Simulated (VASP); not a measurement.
GaP:

```
Ga P
1.0
     0.00000    2.72525    2.72525
     2.72525    0.00000    2.72525
     2.72525    2.72525    0.00000
Ga P
1 1
Cartesian
  0.0000 0.0000 0.0000
  1.3626 1.3626 1.3626
```

Program: VASP 6.6.1. Alike in all runs: task single point; no spin polarisation; cell as given; k mesh 7 × 7 × 7; cutoff (eV) 520; smearing fermi-dirac 0.02 eV.

Task: Order these runs on this cell by their pressure, lowest first.
A. level LDA; potentials or basis VASP PAW LDA potentials, release 64 (Ga_d, P); further INCAR settings ALGO = Fast; EDIFF = 1e-06
B. level PBE; potentials or basis VASP PAW PBE potentials, release 64 (Ga_d, P); further INCAR settings ALGO = Fast; EDIFF = 1e-06
C. level r2SCAN; potentials or basis VASP PAW PBE potentials, release 64 (Ga_d, P); further INCAR settings ALGO = Normal; EDIFF = 1e-06

Result: A (-2.7 GPa), C (0.0 GPa), B (2.4 GPa).

Caveats: an odd mesh through Γ misses points on the zone boundary, where band edges often lie; the PAW data sets were made with another functional, which shifts forces and pressure a little (some runs).
